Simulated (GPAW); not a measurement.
# CdS (Fm-3m) in GPAW: settings compared

The runs below take CdS through dielectric tensor, band structure, equation of state, with PBE, LDA.

Everything below comes from runs of GPAW 26.7.0. Logs are shortened: lines on timing, memory, paths and dates and some standing lists are left out, and cuts for length are marked. The log counts tension as positive stress, the text compression.

### Step 1. The crystal as given

The structure is cubic, space group Fm-3m (No. 225). The conventional cell has a = 5.506 Å, b = 5.506 Å, c = 5.506 Å, α = 90.00°, β = 90.00°, γ = 90.00°. Around Cd (site symmetry m-3m) lie 6 S at 2.75 Å. S (site symmetry m-3m) has 6 Cd at 2.75 Å as nearest neighbours.

Measurements of this composition are mostly on another form, of space group No. 186.

### Step 2. Dielectric tensor, PBE

run.py reads:

```python
import numpy as np
from ase import Atoms
from ase.dft.bandgap import bandgap
from ase.io import write
from gpaw import GPAW, PW
from gpaw.response.df import DielectricFunction

atoms = Atoms(['Cd', 'S'],
              cell=[[0.0, 2.753244, 2.753244],
                    [2.753244, 0.0, 2.753244],
                    [2.753244, 2.753244, 0.0]],
              scaled_positions=[[0.0, 0.0, 0.0],
                                [0.5, 0.5, 0.5]],
              pbc=True)

calc = GPAW(mode=PW(450),
            xc='PBE',
            kpts={'size': (7, 7, 7), 'gamma': True},
            occupations={'name': 'fermi-dirac', 'width': 0.001},
            nbands=18,
            convergence={'density': 1e-06},
            maxiter=150,
            txt='gpaw.txt')
atoms.calc = calc
energy = atoms.get_potential_energy()
calc.write('gs.gpw')
write('result.traj', atoms)
print(f'Energy: {energy:.6f} eV')
print('Fermi level:', round(calc.get_fermi_level(), 4), 'eV')
print(f'Gap: {bandgap(calc)[0]:.4f} eV, direct: {bandgap(calc, direct=True)[0]:.4f} eV')

for size in [(15, 15, 15), (21, 21, 21)]:
    name = 'x'.join(str(n) for n in size)
    dense = calc.fixed_density(kpts={'size': size, 'gamma': True},
                               nbands=35, convergence={'bands': 29, 'eigenstates': 1e-7},
                               update_fermi_level=True, txt=f'dense-{name}.txt')
    dense.write(f'{name}.gpw', mode='all')
    df = DielectricFunction(f'{name}.gpw', frequencies=np.array([0.0]), hilbert=False, eta=0.001,
                            ecut=80, nbands=29, intraband=False, txt=f'df-{name}.txt')
    for xc in ['RPA', 'LR0.1', 'LR0.2']:
        for direction in ['x', 'y', 'z', [0, 1, 1], [1, 0, 1], [1, 1, 0]]:
            e0, e = df.get_macroscopic_dielectric_constant(xc=xc, direction=direction)
            print(f'{name} {xc} {direction}: {e0:.4f} without, {e:.4f} with local fields')
```

Potentials or basis: GPAW PAW data sets (gpaw-data 1.2.1), pw.

The run is started by

```
OMP_NUM_THREADS=1 python run.py
```

gpaw.txt:

```text
__  _  _
 | _ |_)|_||  |
 |__||  | ||/\| - 26.7.0

Input parameters:
  mode=PW(ecut=450.00000000000006),
  convergence={'density': 1e-06},
  kpts=MonkhorstPack(size=(7, 7, 7), gamma=True),
  maxiter=150,
  nbands=18,
  occupations=Occupations(name='fermi-dirac', width=0.001),
  xc=XC(name='PBE')

Diagonalizing LCAO Hamiltonian
Converting LCAO to pw mode

                S

       Cd

Atoms  # Å, Bohr magnetons
|   | symbol |        x |        y |        z |    initial magnetic moments |
|---|--------|----------|----------|----------|-----------------------------|
| 0 |     Cd | 0.000000 | 0.000000 | 0.000000 | ( 0.0000,  0.0000,  0.0000) |
| 1 |      S | 2.753244 | 2.753244 | 2.753244 | ( 0.0000,  0.0000,  0.0000) |

Unit cell  # Å
| periodic |        x |        y |        z |  lengths |    angles |
|----------|----------|----------|----------|----------|-----------|
|      yes | 0.000000 | 2.753244 | 2.753244 | 3.893675 | 60.000000 |
|      yes | 2.753244 | 0.000000 | 2.753244 | 3.893675 | 60.000000 |
|      yes | 2.753244 | 2.753244 | 0.000000 | 3.893675 | 60.000000 |

Number of symmetries: 48
Symmetry operations  # r_c * U_cc + t_c -> r_c
|    | kind |            matrix            |
|----|------|------------------------------|
|  0 |  σ   |  1, 0, 0,  1, 0,-1,  1,-1, 0 |
|  1 |  C2  |  1, 0, 0,  1,-1, 0,  1, 0,-1 |
|  2 |  E   |  1, 0, 0,  0, 1, 0,  0, 0, 1 |
|  3 |  σ   |  1, 0, 0,  0, 0, 1,  0, 1, 0 |
|  4 |  C4  |  1, 0,-1,  1, 0, 0,  1,-1, 0 |
|  5 |  S6  |  1, 0,-1,  1,-1, 0,  1, 0, 0 |
|  6 |  σ   |  1, 0,-1,  0, 1,-1,  0, 0,-1 |
|  7 |  C3  |  1, 0,-1,  0, 0,-1,  0, 1,-1 |
|  8 |  S6  |  1,-1, 0,  1, 0, 0,  1, 0,-1 |
|  9 |  C4  |  1,-1, 0,  1, 0,-1,  1, 0, 0 |
| 10 |  C3  |  1,-1, 0,  0,-1, 1,  0,-1, 0 |
| 11 |  σ   |  1,-1, 0,  0,-1, 0,  0,-1, 1 |
| 12 |  σ   |  0, 1, 0,  1, 0, 0,  0, 0, 1 |
| 13 |  C4  |  0, 1, 0,  0, 1,-1, -1, 1, 0 |
| 14 |  C3  |  0, 1, 0,  0, 0, 1,  1, 0, 0 |
| 15 |  S6  |  0, 1, 0, -1, 1, 0,  0, 1,-1 |
| 16 |  C2  |  0, 1,-1,  1, 0,-1,  0, 0,-1 |
| 17 |  σ   |  0, 1,-1,  0, 1, 0, -1, 1, 0 |
| 18 |  S4  |  0, 1,-1,  0, 0,-1,  1, 0,-1 |
| 19 |  C4  |  0, 1,-1, -1, 1, 0,  0, 1, 0 |
| 20 |  C3  |  0, 0, 1,  1, 0, 0,  0, 1, 0 |
| 21 |  σ   |  0, 0, 1,  0, 1, 0,  1, 0, 0 |
| 22 |  S6  |  0, 0, 1,  0,-1, 1, -1, 0, 1 |
| 23 |  C4  |  0, 0, 1, -1, 0, 1,  0,-1, 1 |
| 24 |  S4  |  0, 0,-1,  1, 0,-1,  0, 1,-1 |
| 25 |  C3  |  0, 0,-1,  0, 1,-1,  1, 0,-1 |
| 26 |  C2  |  0, 0,-1,  0,-1, 0, -1, 0, 0 |
| 27 |  S6  |  0, 0,-1, -1, 0, 0,  0,-1, 0 |
| 28 |  S4  |  0,-1, 1,  1,-1, 0,  0,-1, 0 |
| 29 |  C4  |  0,-1, 1,  0, 0, 1, -1, 0, 1 |
| 30 |  C2  |  0,-1, 1,  0,-1, 0,  1,-1, 0 |
| 31 |  σ   |  0,-1, 1, -1, 0, 1,  0, 0, 1 |
| 32 |  C3  |  0,-1, 0,  1,-1, 0,  0,-1, 1 |
| 33 |  S6  |  0,-1, 0,  0, 0,-1, -1, 0, 0 |
| 34 |  S4  |  0,-1, 0,  0,-1, 1,  1,-1, 0 |
| 35 |  C2  |  0,-1, 0, -1, 0, 0,  0, 0,-1 |
| 36 |  C2  | -1, 1, 0,  0, 1, 0,  0, 1,-1 |
| 37 |  S6  | -1, 1, 0,  0, 1,-1,  0, 1, 0 |
| 38 |  S4  | -1, 1, 0, -1, 0, 1, -1, 0, 0 |
| 39 |  C3  | -1, 1, 0, -1, 0, 0, -1, 0, 1 |
| 40 |  S6  | -1, 0, 1,  0, 0, 1,  0,-1, 1 |
| 41 |  C2  | -1, 0, 1,  0,-1, 1,  0, 0, 1 |
| 42 |  C3  | -1, 0, 1, -1, 1, 0, -1, 0, 0 |
| 43 |  S4  | -1, 0, 1, -1, 0, 0, -1, 1, 0 |
| 44 |  C2  | -1, 0, 0,  0, 0,-1,  0,-1, 0 |
| 45 |  i   | -1, 0, 0,  0,-1, 0,  0, 0,-1 |
| 46 |  σ   | -1, 0, 0, -1, 1, 0, -1, 0, 1 |
| 47 |  C2  | -1, 0, 0, -1, 0, 1, -1, 1, 0 |

BZ-sampling:
  Number of BZ points: 343
  Number of IBZ points: 20

  Monkhorst-Pack size: [7, 7, 7]
  Monkhorst-Pack shift: [0, 0, 0]

K-points  # in reciprocal-cell coordinates
|     |                                coordinates |     weight |
|-----|--------------------------------------------|------------|
|   0 | (  0.00000000,   0.00000000,   0.00000000) | 0.00291545 |
|   1 | (  0.14285714,   0.14285714,   0.00000000) | 0.01749271 |
|   2 | (  0.14285714,   0.14285714,   0.14285714) | 0.02332362 |
|   3 | (  0.28571429,   0.14285714,   0.14285714) | 0.03498542 |
|   4 | (  0.28571429,   0.28571429,   0.00000000) | 0.01749271 |
|   5 | (  0.28571429,   0.28571429,   0.14285714) | 0.06997085 |
|   6 | (  0.28571429,   0.28571429,   0.28571429) | 0.02332362 |
|   7 | (  0.42857143,  -0.28571429,  -0.28571429) | 0.03498542 |
|   8 | (  0.42857143,   0.28571429,  -0.42857143) | 0.13994169 |
|   9 | (  0.42857143,   0.28571429,  -0.28571429) | 0.06997085 |
| ... |                                            |            |
|  19 | (  0.42857143,   0.42857143,   0.42857143) | 0.02332362 |

Plane wave coefficients: 914
Cutoff: 450.00000000000006 eV

Spin-components: 1 (collinear spins)
Bands:           18
Projectors:      11
Spin-degeneracy: 2
Datatype:        complex128

Parallelization:
  kpt:    1
  domain: 1
  band:   1

Density:
  Valence electrons: 18.0
  Components: 1
  Grid points: [20 20 20]
  Charge: 0.0  # |e|

Potential:
  Grid points: [20 20 20]

species:
  Cd:
    name:    Cadmium
    Z:       48.0
    valence: 12
    core:    36
    charge:  0.0  # [|e|]
    compensation charges:
      type: gauss
      rc: 0.38  # [Å]
      lmax: 2
    cutoffs:
      filter: 2.12  # [Å]
      core: 2.62  # [Å]
    projectors
    | kind |    occ | energy [eV] | rcut [Å] |
    |------|--------|-------------|----------|
    |   5s |  2.000 |      -5.655 |    1.191 |
    |   5p |  0.000 |      -1.186 |    1.228 |
    |   4d | 10.000 |     -11.739 |    1.164 |
    |    s |        |      21.556 |    1.191 |
    |    p |        |      26.026 |    1.228 |
    |    d |        |      15.473 |    1.164 |

    Using partial waves for Cd as LCAO basis

  S:
    name:    Sulfur
    Z:       16.0
    valence: 6
    core:    10
    charge:  0.0  # [|e|]
    compensation charges:
      type: gauss
      rc: 0.24  # [Å]
      lmax: 2
    cutoffs:
      filter: 1.77  # [Å]
      core: 1.66  # [Å]
    projectors
    | kind |    occ | energy [eV] | rcut [Å] |
    |------|--------|-------------|----------|
    |   3s |  2.000 |     -17.254 |    0.974 |
    |   3p |  4.000 |      -7.008 |    0.979 |
    |    s |        |       9.957 |    0.974 |
    |    p |        |      20.203 |    0.979 |
    |    d |        |       0.000 |    0.900 |

    Using partial waves for S as LCAO basis

Reference energy: -163030.738234  # eV

eigensolver:
  PPCG
  Converge bands: occupied
  niter=2

density mixing:
  MSR1-Mixer
  Pratt-step length: 0.05
  Maximum mixing coefficient: 0.75
  Old densities: 10
  SVD Regularization: 0.005
  Good broyden scale: 1.0
  Trust region scale: 1.0
  Backstep threshold: 4.0
  History deletion threshold: 6.0
  Fourier metric: weight=20.0, sigma=0.015

occupation numbers:
  Fermi-Dirac:
    width: 0.0010  # eV

poisson solver:
  ecut: 3600.0000000000005  # eV

xc functional:
  name: PBE with 2 nearest neighbor stencil

convergence criteria:
- Maximum integral of absolute [dens]ity change: 1e-06 electrons / valence electron
- Maximum [total energy] change in last 3 cyles: 0.0005 eV / valence electron
- Maximum integral of absolute [eigenst]ate change: 4e-08 eV^2 / valence electron
maximum number of iterations: 150

SCF iterations
|iter     | |      energy | eigst |  dens |
|---------|-|-------------|-------|-------|
|iter:   1| |   -6.589707 | -0.65 |       |
|iter:   2| |   -6.464179 | -2.42 | -1.11 |
|iter:   3| |   -6.029254 | -1.47 | -1.15 |
|iter:   4| |   -6.026984 | -3.58 | -1.76 |
|iter:   5| |   -6.026696c| -4.08 | -2.21 |
|iter:   6| |   -6.026723c| -5.94 | -3.15 |
|iter:   7| |   -6.026729c| -6.77 | -3.60 |
|iter:   8| |   -6.026729c| -7.71c| -4.89 |
|iter:   9| |   -6.026729c| -8.43c| -5.39 |
|iter:  10| |   -6.026729c| -8.88c| -6.25c|

Converged in 10 steps
Energy contributions relative to reference atoms: (reference = -163030.738234)

Energy contributions:
  Kinetic:          17.053819
  Coulomb:         -15.098757
  Zero:              0.123993
  External:          0.000000
  Xc:               -8.105784
  Entropy:          -0.000000
  Spinorbit:         0.000000
  ----------------------------
  Free energy:      -6.026729
  Extrapolated:     -6.026729

dipole moment: (-17.984727, -17.984727, -17.984727)  # |e|*Ang

Fermi level: 5.461
Eigenvalues  # (at kpt = [0.000, 0.000, 0.000])
| band index |      eig [eV] | occ [0-2] |
|------------|---------------|-----------|
|          0 |        -7.237 |     2.000 |
|          1 |        -2.093 |     2.000 |
|          2 |        -2.093 |     2.000 |
|          3 |        -2.093 |     2.000 |
|          4 |        -2.093 |     2.000 |
|          5 |        -2.093 |     2.000 |
|          6 |         4.702 |     2.000 |
|          7 |         4.702 |     2.000 |
|          8 |         4.702 |     2.000 |
|          9 |         6.256 |     0.000 |
|         10 |        14.614 |     0.000 |
|         11 |        14.614 |     0.000 |
|         12 |        14.614 |     0.000 |
|         13 |        16.646 |     0.000 |
|         14 |        16.700 |     0.000 |
|         15 |        16.700 |     0.000 |
|         16 |        16.700 |     0.000 |
|         17 |        17.488 |     0.000 |

Gap: 0.499 eV
Transition (v -> c):
  (s=0, k=12, n=8, [0.43, 0.29, 0.29]) -> (s=0, k=16, n=9, [0.43, 0.43, 0.00])
Direct/indirect transitions are different
Direct gap: 1.554 eV
Transition at: (s=0, k=0, n=8, [0.00, 0.00, 0.00])
# Writing to gs.gpw (mode='')
```

It took 4.2 min on 1 thread of Intel Xeon Platinum 8375C at 2.90GHz (Ice Lake), shared host; peak memory 0.57 GiB.

What came out:

```yaml
Free_energy: -6.0267 eV
Band_gap_on_the_k_mesh: 0.50 eV, indirect (least direct gap 1.55 eV)
Electronic_dielectric_tensor_diagonal: 8.54
```

Electronic dielectric tensor:
```
8.54 0.00 0.00
0.00 8.54 0.00
0.00 0.00 8.54
```

Caveat: the gap is small at this level, which inflates the dielectric constant; the long-wavelength limit can be off by several per cent where d states take part; an odd mesh through Γ misses points on the zone boundary, where band edges often lie.

### Step 3. Band structure, LDA

run.py reads:

```python
from ase import Atoms
from ase.dft.bandgap import bandgap
from ase.io import write
from ase.units import GPa
from gpaw import GPAW, PW

atoms = Atoms(['Cd', 'S'],
              cell=[[0.0, 2.753244, 2.753244],
                    [2.753244, 0.0, 2.753244],
                    [2.753244, 2.753244, 0.0]],
              scaled_positions=[[0.0, 0.0, 0.0],
                                [0.5, 0.5, 0.5]],
              pbc=True)

calc = GPAW(mode=PW(600),
            xc='LDA',
            kpts={'size': (8, 8, 8), 'gamma': True},
            occupations={'name': 'fermi-dirac', 'width': 0.05},
            nbands=18,
            convergence={'density': 1e-05, 'energy': 1e-05},
            maxiter=150,
            txt='gpaw.txt')
atoms.calc = calc
energy = atoms.get_potential_energy()
forces = atoms.get_forces()
stress = atoms.get_stress()
calc.write('gs.gpw')
write('result.traj', atoms)
print(f'Energy: {energy:.6f} eV')
print('Forces (eV/A):')
print(forces.round(4))
print('Stress (GPa):', (stress / GPa).round(3))
print('Fermi level:', round(calc.get_fermi_level(), 4), 'eV')
print(f'Gap: {bandgap(calc)[0]:.4f} eV, direct: {bandgap(calc, direct=True)[0]:.4f} eV')

path = atoms.cell.bandpath('GXWKGLUWLK,UX', npoints=60, eps=1e-4)
bs_calc = calc.fixed_density(kpts=path, symmetry='off', nbands=29,
                             convergence={'bands': 'CBM+6.0', 'eigenstates': 1e-6}, txt='bands.txt')
bs = bs_calc.band_structure()
bs.write('bs.json')
print(f'Gap on the path: {bandgap(bs_calc)[0]:.4f} eV')
```

Potentials or basis: the program's PAW data sets (release 1.2.1) made for this functional, pw.

The run is started by

```
OMP_NUM_THREADS=1 python run.py
```

It took 34 s on 1 thread of Arm Neoverse V2, shared host; peak memory 0.23 GiB.

It converged, with:

| Quantity | Value |
| --- | --- |
| Free energy | -7.3895 eV |
| Pressure | -7.1 GPa |
| Band gap along the path | none (metal or under the smearing width) |

Levels at the corners of the path, in eV from the Fermi level:
```tsv
point	band 7	band 8	band 9	band 10	band 11	band 12
Γ	-0.88	-0.88	-0.88	0.44	8.98	8.98
X	-4.32	-2.25	-2.25	-0.15	5.84	9.34
W	-3.30	-3.30	-3.04	3.06	6.30	7.33
K	-3.73	-3.66	-1.51	1.75	6.30	8.24
Γ	-0.88	-0.88	-0.88	0.44	8.98	8.98
L	-4.98	-0.12	-0.12	3.16	5.55	5.55
U	-3.73	-3.66	-1.51	1.75	6.30	8.24
W	-3.30	-3.30	-3.04	3.06	6.30	7.33
L	-4.98	-0.12	-0.12	3.16	5.55	5.55
K	-3.73	-3.66	-1.51	1.75	6.30	8.24
U	-3.73	-3.66	-1.51	1.75	6.30	8.24
X	-4.32	-2.25	-2.25	-0.15	5.84	9.34
```

[end of part 1 of 2]
